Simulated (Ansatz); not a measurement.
SiC (F-43m) from a database of computed structures, relaxed with r2SCAN: it is cubic, F-43m (No. 216); conventional cell a = 4.356 Å, 10.33 Å³ an atom. Si is surrounded by 4 C at 1.89 Å; C is surrounded by 4 Si at 1.89 Å. One-shot G0W0@PBE in Ansatz on an 8×8×8 mesh (contour deformation, no spin-orbit coupling), from a PBE gap of 1.358 eV over the mesh points (the G0W0 gap is indirect on the mesh); the number N of bands summed and the screening cutoff rise together. The values are computed, spin-unpolarised, and not measurements.

```
  N  cutoff (eV)  1000/N  G0W0 gap (eV)
 65          120  15.385          2.111
157          220   6.369          2.272
```

Question: Lay a straight line in 1000/N through these rows.

Answer: The slope is -0.0179 eV per unit of 1000/N and the intercept 2.386 eV.

Question: Predict the gap at N = 285 (300 eV).

Answer: 2.386 + (-0.0179) × 3.509 = 2.323 eV; the run gives 2.318 eV, -0.005 eV from the line.

Question: With that run's result added, what limit do the last two rows suggest?

Answer: Their slope is (2.318 − 2.272)/(3.509 − 6.369) = -0.0161, which meets 1/N = 0 at 2.37 eV, against 2.386 eV from the first line. The two lines nearly agree; the k mesh isn't extrapolated.
